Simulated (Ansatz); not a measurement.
# Li under changes of volume

One of the cells (21.609 Å³/atom); the others are scaled copies at fixed shape and fractional positions:

```
Li
1.0
    -1.75465    1.75465    1.75465
     1.75465   -1.75465    1.75465
     1.75465    1.75465   -1.75465
Li
1
Direct
  0.00000 0.00000 0.00000
```

| Item | Value |
| --- | --- |
| Program | Ansatz 0.2.0 |
| Functional | PBE |
| Potentials or basis | Ansatz PAW |
| Cutoff | 420 eV (not typed: the program's choice for these potentials) |
| k mesh | 11 × 11 × 11 |
| Occupations | fermi-dirac, width 0.05 eV |
| Spin | no spin polarisation |

```tsv
volume (Å³/atom)	energy over the lowest point (meV/atom)	pressure (GPa)
20.312	0.00	-0.1
20.744	0.52	-0.3
21.177	1.75	-0.6
21.609	3.65	-0.8
22.041	6.15	-1.0
22.473	9.19	-1.2
22.905	?	?
```

Question: What does the run at 22.905 Å³/atom give?

Answer: Energy over the lowest point 12.74 meV/atom; pressure -1.4 GPa.

Worked out: A Birch-Murnaghan fit of order 3 (a polynomial in V^(-2/3)) to the other rows has its minimum at 20.24 Å³/atom, just outside them, with B0 = V·E''(V) = 14.0 GPa and B' = 3.3. It gives 12.74 meV/atom at 22.905 Å³/atom, against the run's 12.74, and -dE/dV = -1.4 GPa, against -1.4.

Energies are extrapolated to zero smearing.
